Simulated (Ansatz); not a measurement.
## Structures of TiO₂: which is lowest?

Plane-wave DFT in Ansatz with scalar-relativistic PAW potentials, cutoff 420 eV, Γ-centred meshes chosen by cell and gap, Gaussian smearing with energies taken to zero width. Every cell was relaxed (cell and atoms) in a run of its own, within the symmetry of its start. Functional: LDA.

Relaxed structures (starts from databases or built by putting these elements on another compound's sites):
A. Pbcn, 12 atoms in the computed cell, a = 4.499 Å, b = 5.440 Å, c = 4.841 Å; sites (symmetry × multiplicity) Ti .2. × 4, O 1 × 8; start: database
B. P4_2/mnm, 6 atoms in the computed cell, a = 4.548 Å, c = 2.917 Å; sites (symmetry × multiplicity) Ti m.mm × 2, O m.2m × 4; start: database
C. P3_121, 9 atoms in the computed cell, a = 5.425 Å, c = 5.882 Å; sites (symmetry × multiplicity) Ti .2. × 3, O 1 × 6; start: database
D. I-42d, 6 atoms in the computed cell, a = 5.845 Å, c = 8.279 Å; sites (symmetry × multiplicity) Ti -4.. × 4, O .2. × 8; start: built
E. I4_1/amd, 6 atoms in the computed cell, a = 3.739 Å, c = 9.459 Å; sites (symmetry × multiplicity) Ti -4m2 × 4, O 2mm. × 8; start: database
F. C2/m, 12 atoms in the computed cell, a = 12.062 Å, b = 3.698 Å, c = 6.472 Å, β = 107.0°; sites (symmetry × multiplicity) Ti m × 4 + m × 4, O m × 4 + m × 4 + m × 4 + m × 4; start: database
G. I4/mmm, 12 atoms in the computed cell, a = 8.574 Å, c = 3.737 Å; sites (symmetry × multiplicity) Ti m2m. × 8, O m.2m × 8 + m2m. × 8; start: database

Task: Rank them by energy. Could pressure change the order?

Result:
| structure | group | E − E(lowest) (meV/atom) | V (Å³/atom) | gap on mesh (eV) |
| --- | --- | --- | --- | --- |
| E | I4_1/amd | 0.0 | 11.02 | 2.10 |
| A | Pbcn | 1.8 | 9.87 | 2.68 |
| F | C2/m | 7.5 | 11.51 | 2.85 |
| B | P4_2/mnm | 11.6 | 10.06 | 1.86 |
| G | I4/mmm | 49 | 11.45 | 1.51 |
| C | P3_121 | 206 | 16.66 | 3.67 |
| D | I-42d | 208 | 23.57 | 3.37 |

E and A are level within the 2 meV/atom that separate runs leave open. B is denser by 0.96 Å³/atom, so pressure favours it: ΔE/ΔV, with ΔE in eV and 1 eV/Å³ = 160.2 GPa, gives about 1.9 GPa for equal enthalpy if both cells were rigid, a rough figure since the two compress differently. Other structures may lie lower than all of these, and vibrations aren't counted.